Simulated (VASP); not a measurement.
Si in VASP 6.6.1, single-point calculation

INCAR

```
SIGMA = 0.02
ISMEAR = -1
ISIF = 2
NSW = 0
NELM = 120
NBANDS = 16
EDIFF = 1E-7
PREC = Accurate
GGA = PE
LWAVE = .FALSE.
IBRION = -1
LASPH = .TRUE.
LCHARG = .FALSE.
ENCUT = 800
LREAL = .FALSE.
```

KPOINTS

```
KPOINTS created by Atomic Simulation Environment
0
Gamma
12 12 4
0 0 0
```

POSCAR

```
Si
 1.0000000000000000
     3.8321295590073570    0.0000000000000000    0.0000000000000000
    -1.9160647795036785    3.3187215486936292    0.0000000000000000
     0.0000000000000000    0.0000000000000000    6.4680411976999999
 Si
   4
Cartesian
 -0.0000000000000000  2.2124810324624193  0.0102558172823780
  1.9160647795036783  1.1062405162312097  3.2442764161323776
 -0.0000000000000000  2.2124810324624193  2.4152596318551223
  1.9160647795036783  1.1062405162312097  5.6492802307051218
```

The recommended PBE PAW datasets give the neutral cell 16 valence electrons.

Command

```
mpirun -np 1 vasp_std
```

Q: Predict the outcome of this run.

A: It converged. Results: gap between bands v and c on the k mesh 0.53 eV; least direct gap on the k mesh 1.18 eV; pressure -0.6 GPa. Band v is the last that the valence electrons fill when counted band by band, and c is the next.

OSZICAR

```
N       E                     dE             d eps       ncg     rms          rms(c)
DAV:   1     0.373705864228E+02    0.37371E+02   -0.76906E+03  1824   0.115E+03
DAV:   2    -0.194910659248E+02   -0.56862E+02   -0.51384E+02  2352   0.140E+02
DAV:   3    -0.219514882941E+02   -0.24604E+01   -0.24257E+01  2576   0.268E+01
DAV:   4    -0.219830273575E+02   -0.31539E-01   -0.31529E-01  2176   0.367E+00
DAV:   5    -0.219835486947E+02   -0.52134E-03   -0.52130E-03  2592   0.470E-01    0.666E+00
DAV:   6    -0.217483650620E+02    0.23518E+00   -0.96647E-02  2176   0.148E+00    0.405E+00
DAV:   7    -0.216397615347E+02    0.10860E+00   -0.20586E-01  2256   0.225E+00    0.240E-01
DAV:   8    -0.216420755818E+02   -0.23140E-02   -0.15657E-02  2128   0.652E-01    0.117E-01
DAV:   9    -0.216424673874E+02   -0.39181E-03   -0.60457E-04  2440   0.144E-01    0.870E-02
DAV:  10    -0.216426280071E+02   -0.16062E-03   -0.16841E-04  2120   0.651E-02    0.168E-02
DAV:  11    -0.216426356200E+02   -0.76128E-05   -0.12683E-05  2504   0.191E-02    0.122E-02
DAV:  12    -0.216426379110E+02   -0.22911E-05   -0.25445E-06  2032   0.902E-03    0.362E-03
DAV:  13    -0.216426379377E+02   -0.26681E-07   -0.38218E-07  2400   0.320E-03
   1 F= -.21642638E+02 E0= -.21642638E+02  d E =-.924534E-08
```

For comparison, a separate PBE run of the intended cell, on usual settings and not on those above, gives a gap of 0.53 eV on its mesh and a pressure of -0.6 GPa.
